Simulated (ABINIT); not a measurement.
# CuI (P4/nmm) in ABINIT: further runs

Aim: see how the results for CuI move with the level of theory and the settings. Levels: r2SCAN, PBEsol, LDA. Tasks: band structure.

All numbers are computed with ABINIT 10.8.3 (patched build); they aren't measurements. Logs are shortened: lines on timing, memory, paths and dates and some standing lists are left out, and cuts for length are marked. The log counts tension as positive stress, the text compression.

## Step 1: Starting point

It takes space group P4/nmm (No. 129, tetragonal). Conventional cell: a = 4.090 Å, b = 4.090 Å, c = 6.551 Å, α = 90.00°, β = 90.00°, γ = 90.00°. I (site symmetry 4mm) is surrounded by 4 Cu at 2.65 Å. Around Cu (site symmetry -4m2) lie 4 I at 2.65 Å and 4 Cu at 2.89 Å.

Measurements of this composition are mostly on another form, of space group No. 216.

## Step 2: Band structure, r2SCAN

run.abi reads:

```
# Datasets: ground state, then fixed potential
ndtset 2

# Pseudopotentials
pp_dirpath "./"
pseudos "I.GGA_PBE-JTH.xml, Cu.GGA_PBE-JTH.xml"

# Structure
acell 3*1.0
rprim
     7.7293505951     0.0000000000     0.0000000000
     0.0000000000     7.7293505951     0.0000000000
     0.0000000000     0.0000000000    12.3804614126
ntypat 2
znucl 53 29
natom 4
typat 1 1 2 2
xred
     0.0000000000     0.5000000000     0.7430343600
     0.5000000000     0.0000000000     0.2569656400
     0.0000000000     0.0000000000     0.0000000000
     0.5000000000     0.5000000000     0.0000000000

# Plane-wave basis
ecut 843.552974 eV
pawecutdg 53.0

# Exchange and correlation
ixc -497498
usekden 1
pawxcdev 0

# Bands and occupations
occopt 3
tsmear 0.05 eV

# SCF cycle
nstep 100

# Output
iomode 3
prtwf 0
prteig 0
prtebands 0
enunit 1
prtden1 1
prtkden1 1

# Dataset 1
kptopt1 1
ngkpt1 7 7 4
nshiftk1 1
shiftk1 0.0 0.0 0.0
nband1 32
tolvrs1 1.0e-7

# Dataset 2: bands along G-X-M-G-Z-R-A-Z
iscf2 -2
getden2 1
getkden2 1
nband2 38
nbdbuf2 4
tolwfr2 1.0e-11
kptopt2 -7
ndivsm2 6
prteig2 1
kptbounds2
     0.0000000000     0.0000000000     0.0000000000
     0.0000000000     0.5000000000     0.0000000000
     0.5000000000     0.5000000000     0.0000000000
     0.0000000000     0.0000000000     0.0000000000
     0.0000000000     0.0000000000     0.5000000000
     0.0000000000     0.5000000000     0.5000000000
     0.5000000000     0.5000000000     0.5000000000
     0.0000000000     0.0000000000     0.5000000000
```

Potentials or basis: JTH PAW PBE v2.0.

On the command line:

```console
$ mpirun --bind-to none -np 4 abinit run.abi > log 2>&1
```

run.abo:

```text
.Version 10.8.3 of ABINIT
 DATASET    1 : space group P4/n m m (#129); Bravais tP (primitive tetrag.)
================================================================================
 Values of the parameters that define the memory need for DATASET  1.
     intxc =       0    ionmov =       0      iscf =      17    lmnmax =      18
     lnmax =       6     mgfft =      64  mpssoang =       3    mqgrid =    4058
     natom =       4  nloc_mem =       2    nspden =       1   nspinor =       1
    nsppol =       1      nsym =      16    n1xccc =       1    ntypat =       2
    occopt =       3   xclevel =       2
       mpw =        6114          nfft =      102400          nkpt =          30
Pmy_natom=         1
 PAW method is used; the additional fine FFT grid is defined by:
   mgfftf=        90    nfftf =    262440
================================================================================
================================================================================

 DATASET    2 : space group P4/n m m (#129); Bravais tP (primitive tetrag.)
================================================================================
 Values of the parameters that define the memory need for DATASET  2.
     intxc =       0    ionmov =       0      iscf =      -2    lmnmax =      18
     lnmax =       6     mgfft =      64  mpssoang =       3    mqgrid =    4058
     natom =       4  nloc_mem =       2    nspden =       1   nspinor =       1
    nsppol =       1      nsym =      16    n1xccc =       1    ntypat =       2
    occopt =       3   xclevel =       2
       mpw =        6143          nfft =      102400          nkpt =          75
Pmy_natom=         1
 PAW method is used; the additional fine FFT grid is defined by:
   mgfftf=        90    nfftf =    262440
================================================================================
================================================================================

--------------------------------------------------------------------------------
------------- Echo of variables that govern the present computation ------------
--------------------------------------------------------------------------------
 -outvars: echo values of preprocessed input variables --------
            acell      1.0000000000E+00  1.0000000000E+00  1.0000000000E+00 Bohr
              amu      1.26904470E+02  6.35460000E+01
             ecut      3.10000000E+01 Hartree
           enunit           1
           getden1          0
           getden2          1
[... 1352 lines left out ...]
       0.500000000000      0.000000000000      0.256965640000
       0.000000000000      0.000000000000      0.000000000000
       0.500000000000      0.500000000000      0.000000000000

 cartesian coordinates (angstrom) at end:
    1      0.00000000000000     2.04509809361581     4.86795842852460
    2      2.04509809361581     0.00000000000000     1.68349960704269
    3      0.00000000000000     0.00000000000000     0.00000000000000
    4      2.04509809361581     2.04509809361581     0.00000000000000
 length scales=  1.000000000000  1.000000000000  1.000000000000 bohr
              =  0.529177210544  0.529177210544  0.529177210544 angstroms
 Eigenvalues (   eV  ) for nkpt=  75  k points:
 kpt#   1, nband= 38, wtk=  1.00000, kpt=  0.0000  0.0000  0.0000 (reduced coord)
-116.95204 -116.95062  -72.84366  -72.84366  -72.83185  -72.83185  -72.81697  -72.81486
 -16.09621  -15.38454   -7.61317   -5.55800   -5.36813   -5.36813   -5.09802   -5.09802
  -4.25240   -3.58021   -3.43948   -3.10234   -2.97778   -2.97778   -2.76302   -2.44757
  -1.65951   -1.65951    0.38169    1.77458    2.00645    3.72508    3.72508    3.83774
   7.31460    8.05176    8.28159    8.88622    9.83247    9.86789
 kpt#   2, nband= 38, wtk=  1.00000, kpt=  0.0000  0.0500  0.0000 (reduced coord)
-116.95204 -116.95063  -72.84359  -72.84359  -72.83193  -72.83192  -72.81696  -72.81487
 -16.08631  -15.38178   -7.59660   -5.56056   -5.40041   -5.36484   -5.15068   -5.09738
  -4.24544   -3.58025   -3.43886   -3.10870   -3.03086   -2.99015   -2.75234   -2.42266
  -1.73362   -1.66326    0.47204    1.81939    2.07214    3.69531    3.74862    3.90144
   7.32231    8.12265    8.13331    8.91426    9.20868    9.86384
 kpt#   3, nband= 38, wtk=  1.00000, kpt=  0.0000  0.1000  0.0000 (reduced coord)
-116.95201 -116.95066  -72.84340  -72.84339  -72.83212  -72.83212  -72.81692  -72.81490
 -16.05705  -15.37409   -7.54749   -5.57884   -5.49450   -5.35517   -5.28954   -5.09574
  -4.22460   -3.58056   -3.44233   -3.13998   -3.12776   -3.02353   -2.72361   -2.38593
  -1.91089   -1.67472    0.69761    1.88890    2.28669    3.66400    3.81834    4.08019
[... 419 lines left out ...]
  -2.05840   -1.92327    2.06564    2.18284    2.56046    3.45412    3.97734    4.59220
   4.76940    6.84807    7.47121    7.62598   10.03891   10.15585
 kpt#  74, nband= 38, wtk=  1.00000, kpt=  0.0357  0.0357  0.5000 (reduced coord)
-116.95203 -116.95062  -72.84369  -72.84351  -72.83200  -72.83182  -72.81698  -72.81477
 -15.89805  -15.61380   -6.91269   -6.30676   -5.49369   -5.48634   -4.96975   -4.93319
  -4.24531   -3.48808   -3.42859   -3.10902   -3.02672   -2.94682   -2.87947   -2.74029
  -1.96493   -1.92893    2.00238    2.04546    2.33295    3.23055    4.34236    4.52363
   4.78950    6.50474    7.76881    7.79958   10.28813   10.37435
 kpt#  75, nband= 38, wtk=  1.00000, kpt=  0.0000  0.0000  0.5000 (reduced coord)
-116.95204 -116.95062  -72.84369  -72.84369  -72.83185  -72.83185  -72.81700  -72.81476
 -15.90661  -15.61929   -6.91187   -6.30276   -5.48239   -5.48239   -4.92796   -4.92796
  -4.25218   -3.48273   -3.42911   -3.10249   -2.97980   -2.91494   -2.91494   -2.76305
  -1.93127   -1.93127    1.97825    1.99540    2.25500    3.15338    4.50343    4.50343
   4.80001    6.34425    7.85899    7.85899   10.42064   10.46086

== END DATASET(S) ==============================================================
================================================================================

 -outvars: echo values of variables after computation  --------
            acell      1.0000000000E+00  1.0000000000E+00  1.0000000000E+00 Bohr
           etotal1    -3.6242594578E+02
            fcart1    -2.6127472063E-29 -2.4494505059E-29 -2.2487210861E-03
                       2.6127472063E-29  2.4494505059E-29  2.2487210861E-03
                       5.2254944125E-29 -4.5723076110E-29  1.7943049415E-28
                      -5.2254944125E-29  4.5723076110E-29 -4.0779657762E-28
            rprim      7.7293505951E+00  0.0000000000E+00  0.0000000000E+00
                       0.0000000000E+00  7.7293505951E+00  0.0000000000E+00
                       0.0000000000E+00  0.0000000000E+00  1.2380461413E+01
           strten1    -1.7663964879E-05 -1.7663964879E-05 -2.6511949040E-05
                       0.0000000000E+00  0.0000000000E+00  0.0000000000E+00
           xangst      0.0000000000E+00  2.0450980936E+00  4.8679584285E+00
                       2.0450980936E+00  0.0000000000E+00  1.6834996070E+00
                       0.0000000000E+00  0.0000000000E+00  0.0000000000E+00
                       2.0450980936E+00  2.0450980936E+00  0.0000000000E+00
             xred      0.0000000000E+00  5.0000000000E-01  7.4303436000E-01
                       5.0000000000E-01  0.0000000000E+00  2.5696564000E-01
                       0.0000000000E+00  0.0000000000E+00  0.0000000000E+00
                       5.0000000000E-01  5.0000000000E-01  0.0000000000E+00
 Calculation completed.
```

Wall time 7.7 min (4 MPI ranks of Arm Neoverse V1, shared host); peak memory 1 GiB.

Results:

```
Free energy                                           : -9862.1124 eV
Pressure                                              : 0.6 GPa
Largest force                                         : 0.116 eV/Å
Band gap on the k mesh                                : 2.04 eV, direct
Band gap along the path                               : 2.04 eV, direct
Valence electrons inside the program's atomic spheres : I 3.99; Cu 17.37
```

Forces on the atoms (eV/Å):
```
I    0.000  0.000 -0.116
I    0.000  0.000  0.116
Cu   0.000  0.000  0.000
Cu   0.000  0.000  0.000
```

Levels at the corners of the path, in eV from the valence-band top:
| point | band 22 | band 23 | band 24 | band 25 | band 26 | band 27 | band 28 | band 29 | band 30 | band 31 |
| --- | --- | --- | --- | --- | --- | --- | --- | --- | --- | --- |
| Γ | -1.32 | -1.10 | -0.79 | 0.00 | 0.00 | 2.04 | 3.43 | 3.67 | 5.38 | 5.38 |
| X | -1.83 | -1.05 | -1.05 | -0.47 | -0.47 | 4.04 | 4.04 | 5.36 | 5.36 | 6.89 |
| M | -1.63 | -1.62 | -1.62 | -1.02 | -1.02 | 2.98 | 2.98 | 3.09 | 3.09 | 9.93 |
| Γ | -1.32 | -1.10 | -0.79 | 0.00 | 0.00 | 2.04 | 3.43 | 3.67 | 5.38 | 5.38 |
| Z | -1.26 | -1.26 | -1.10 | -0.27 | -0.27 | 3.64 | 3.65 | 3.91 | 4.81 | 6.16 |
| R | -1.84 | -0.71 | -0.71 | -0.44 | -0.44 | 2.66 | 2.66 | 5.56 | 5.56 | 6.44 |
| A | -1.70 | -1.62 | -1.62 | -0.95 | -0.95 | 4.33 | 4.33 | 4.45 | 4.45 | 6.48 |
| Z | -1.26 | -1.26 | -1.10 | -0.27 | -0.27 | 3.64 | 3.65 | 3.91 | 4.81 | 6.16 |

Caveat: totals of a meta-GGA on PAW files have another zero than those of a GGA; the PAW data sets were made with another functional, which shifts forces and pressure a little; spin-orbit coupling is left out, which moves the levels of the heavy elements. r2SCAN opens gaps a little over a GGA but as a rule still falls short of measured ones.

## Step 3: Band structure, PBEsol

Changes to run.abi since step 2:

```diff
@@ -5,3 +5,3 @@
 pp_dirpath "./"
-pseudos "I.GGA_PBE-JTH.xml, Cu.GGA_PBE-JTH.xml"
+pseudos "I.upf, Cu.upf"
 
@@ -24,9 +24,6 @@
 # Plane-wave basis
-ecut 843.552974 eV
-pawecutdg 53.0
+ecut 1251.723767 eV
 
 # Exchange and correlation
-ixc -497498
-usekden 1
-pawxcdev 0
+ixc -116133
 
@@ -46,3 +43,2 @@
 prtden1 1
-prtkden1 1
 
@@ -54,3 +50,3 @@
 nband1 32
-tolvrs1 1.0e-7
+tolvrs1 1.0e-10
 
@@ -59,3 +55,2 @@
 getden2 1
-getkden2 1
 nband2 38
```

Potentials or basis: PseudoDojo NC SR PBEsol v0.4.1 standard.

On the command line:

```console
$ mpirun --bind-to none -np 4 abinit run.abi > log 2>&1
```

Run time: 9.8 min. Hardware: 4 MPI ranks of Intel Xeon Platinum 8259CL at 2.50GHz (Skylake/Cascade Lake), shared host; peak memory 0.84 GiB.

Results (log left out):

| Property | Result |
| --- | --- |
| Free energy | -11016.0614 eV |
| Pressure | -1.5 GPa |
| Largest force | 0.185 eV/Å |
| Band gap on the k mesh | 1.46 eV, direct |
| Band gap along the path | 1.46 eV, direct |
| Valence electrons inside the program's atomic spheres | I 2.86; Cu 17.35 |

Forces on the atoms (eV/Å):
```
I    0.000  0.000  0.185
I    0.000  0.000 -0.185
Cu   0.000  0.000  0.000
Cu   0.000  0.000  0.000
```

Stress tensor (GPa, compression positive):
```
-1.66  0.00  0.00
 0.00 -1.66  0.00
 0.00  0.00 -1.16
```

Levels at the corners of the path, in eV from the valence-band top:
| point | band 23 | band 24 | band 25 | band 26 | band 27 | band 28 | band 29 | band 30 |
| --- | --- | --- | --- | --- | --- | --- | --- | --- |
| Γ | -1.13 | -0.81 | 0.00 | 0.00 | 1.46 | 2.99 | 3.26 | 4.93 |
| X | -1.08 | -1.08 | -0.46 | -0.46 | 3.54 | 3.54 | 4.89 | 4.89 |
| M | -1.65 | -1.65 | -1.05 | -1.05 | 2.59 | 2.59 | 2.76 | 2.76 |
| Γ | -1.13 | -0.81 | 0.00 | 0.00 | 1.46 | 2.99 | 3.26 | 4.93 |
| Z | -1.28 | -1.13 | -0.28 | -0.28 | 3.14 | 3.18 | 3.38 | 4.34 |
| R | -0.73 | -0.73 | -0.44 | -0.44 | 2.19 | 2.19 | 5.09 | 5.09 |
| A | -1.65 | -1.65 | -0.98 | -0.98 | 3.98 | 3.98 | 4.03 | 4.03 |
| Z | -1.28 | -1.13 | -0.28 | -0.28 | 3.14 | 3.18 | 3.38 | 4.34 |

Caveat: spin-orbit coupling is left out, which moves the levels of the heavy elements; this functional lacks dispersion, which binds the layers, so the pressure and a relaxed spacing across them are unreliable.

## Step 4: Band structure, LDA

Changes to run.abi since step 3:

```diff
@@ -5,3 +5,3 @@
 pp_dirpath "./"
-pseudos "I.upf, Cu.upf"
+pseudos "I.LDA_PW-JTH.xml, Cu.LDA_PW-JTH.xml"
 
@@ -24,6 +24,7 @@
 # Plane-wave basis
-ecut 1251.723767 eV
+ecut 707.496042 eV
+pawecutdg 48.0
 
 # Exchange and correlation
-ixc -116133
+ixc 7
 
@@ -50,3 +51,3 @@
 nband1 32
-tolvrs1 1.0e-10
+tolvrs1 1.0e-9
```

Potentials or basis: JTH PAW LDA v2.0.

On the command line:

```console
$ mpirun --bind-to none -np 4 abinit run.abi > log 2>&1
```

Wall time 3.1 min (4 MPI ranks of Intel Xeon Platinum 8259CL at 2.50GHz (Skylake/Cascade Lake), shared host); peak memory 0.64 GiB.

The run converged. Its results:

```
Free energy                                           : -11422.7940 eV
Pressure                                              : -3.2 GPa
Largest force                                         : 0.382 eV/Å
Band gap on the k mesh                                : 1.38 eV, direct
Band gap along the path                               : 1.38 eV, direct
Valence electrons inside the program's atomic spheres : I 4.00; Cu 17.36
```

Forces in eV/Å, atoms in the order of the input:
```
I    0.000  0.000  0.382
I    0.000  0.000 -0.382
Cu   0.000  0.000  0.000
Cu   0.000  0.000  0.000
```

Stress tensor (GPa, compression positive):
```
-3.29  0.00  0.00
 0.00 -3.29  0.00
 0.00  0.00 -2.95
```

Levels at the corners of the path, in eV from the valence-band top:
| point | band 22 | band 23 | band 24 | band 25 | band 26 | band 27 | band 28 | band 29 | band 30 | band 31 |
| --- | --- | --- | --- | --- | --- | --- | --- | --- | --- | --- |
| Γ | -1.37 | -1.17 | -0.80 | 0.00 | 0.00 | 1.38 | 2.98 | 3.27 | 4.97 | 4.97 |
| X | -1.90 | -1.12 | -1.12 | -0.47 | -0.47 | 3.52 | 3.52 | 4.92 | 4.92 | 6.28 |
| M | -1.68 | -1.68 | -1.68 | -1.09 | -1.09 | 2.56 | 2.56 | 2.74 | 2.74 | 9.22 |
| Γ | -1.37 | -1.17 | -0.80 | 0.00 | 0.00 | 1.38 | 2.98 | 3.27 | 4.97 | 4.97 |
| Z | -1.29 | -1.29 | -1.17 | -0.29 | -0.29 | 3.11 | 3.19 | 3.37 | 4.37 | 5.72 |
| R | -1.91 | -0.74 | -0.74 | -0.44 | -0.44 | 2.14 | 2.14 | 5.15 | 5.15 | 6.05 |
| A | -1.75 | -1.68 | -1.68 | -1.01 | -1.01 | 4.01 | 4.01 | 4.03 | 4.03 | 5.93 |
| Z | -1.29 | -1.29 | -1.17 | -0.29 | -0.29 | 3.11 | 3.19 | 3.37 | 4.37 | 5.72 |

Caveat: spin-orbit coupling is left out, which moves the levels of the heavy elements. A hybrid or GW would open this gap; LDA tends to underestimate it.

## Step 5: Overview

```csv
level,potentials or basis,cutoff (eV),fine-grid cutoff,gap on the mesh (eV),pressure (GPa),largest force (eV/Å)
r2SCAN,JTH PAW PBE v2.0,844,1442.2 eV,2.04,0.6,0.12
PBEsol,PseudoDojo NC SR PBEsol v0.4.1 standard,1252,-,1.46,-1.5,0.18
LDA,JTH PAW LDA v2.0,707,1306.15 eV,1.38,-3.2,0.38
```

Alike in all rows: task band structure; no spin polarisation; cell as given; k mesh 7 × 7 × 4; smearing fermi-dirac 0.05 eV.

Caveats: spin-orbit coupling is left out, which moves the levels of the heavy elements; totals of a meta-GGA on PAW files have another zero than those of a GGA (some runs); the PAW data sets were made with another functional, which shifts forces and pressure a little (some runs); this functional lacks dispersion, which binds the layers, so the pressure and a relaxed spacing across them are unreliable (some runs).

Total energies depend on the potentials used, so only differences within one code and one set of settings carry meaning.
